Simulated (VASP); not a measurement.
Here is a VASP 6.6.1 calculation.

File INCAR:

```
SYSTEM = BaTiO3
  PREC = Accurate
  ENCUT = 600
  EDIFF = 1E-7
  ISMEAR = -1
  SIGMA = 0.05
  LREAL = .False.
  LASPH = .True.
  NELM = 100
  ALGO = Normal
  ISIF = 3
  LWAVE = .False.
  LCHARG = .False.
  GGA = RP
  IVDW = 13
  IBRION = 2
  NSW = 60
  EDIFFG = -0.01
```

Contents of KPOINTS:

```
regular mesh
0
Gamma
  7 7 7
  0 0 0
```

Contents of POSCAR:

```
BaTiO3
1.0
    3.9998000000      0.0000000000      0.0000000000
    0.0000000000      3.9998000000      0.0000000000
    0.0000000000      0.0000000000      4.0180000000
Ba Ti O
1 1 3
Direct
    0.0000000000      0.0000000000      0.0000000000
    0.5000000000      0.5000000000      0.4900000000
    0.0000000000      0.5000000000      0.5170000000
    0.5000000000      0.0000000000      0.5170000000
    0.5000000000      0.5000000000      0.0190000000
```

Potentials or basis: VASP PAW PBE potentials, release 64 (Ba_sv, Ti_sv, O).

The run is started by

```bash
$ cat potpaw_PBE.64/Ba_sv/POTCAR potpaw_PBE.64/Ti_sv/POTCAR potpaw_PBE.64/O/POTCAR > POTCAR
$ mpirun -np 1 vasp_std > vasp.out
```

(1) What does it give for the relaxed cell?

(2) Estimate the space group after relaxing (to 0.05 Å).

Results:

(1) a = 3.987 Å, b = 3.987 Å, c = 4.201 Å, α = 90.00°, β = 90.00°, γ = 90.00°.

(2) P4mm (No. 99).
